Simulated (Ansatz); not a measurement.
SrF$_{2}$ (fluorite)

```xyz
3
Lattice="0.0000 2.9286 2.9286 2.9286 0.0000 2.9286 2.9286 2.9286 0.0000" Properties=species:S:1:pos:R:3 pbc="T T T"
Sr     0.0000     0.0000     0.0000
F      1.4643     1.4643     1.4643
F      4.3930     4.3930     4.3930
```

Two coordinates are scanned: the volume, and the ratio of the stretch along z (the conventional c axis) to the stretch across it. Atoms keep their fractional coordinates.

All values below come from PBE (plane waves to 420 eV, PAW, scalar-relativistic; Ansatz, a program for electronic structure). k mesh 10×10×10 (Γ-centred), Fermi-Dirac smearing 0.05 eV. Stress and pressure are positive under compression. SrF2 was relaxed with its symmetry unable to fall.

At one point of the scan the stress tensor (GPa) is:

```
  -4.20     0.00     0.00
   0.00    -4.20     0.00
   0.00     0.00     5.51
```

Q: Which point is it?
(A) V/V₀ = 1.013, (c/a)/(c/a)₀ = 0.880
(B) V/V₀ = 1.040, (c/a)/(c/a)₀ = 0.920
(C) V/V₀ = 1.000, (c/a)/(c/a)₀ = 0.960
(D) V/V₀ = 1.000, (c/a)/(c/a)₀ = 0.920

A: A, V/V₀ = 1.013, (c/a)/(c/a)₀ = 0.880

(Under strain, the slope of the energy per volume gives the stress and its curvature an elastic modulus.)
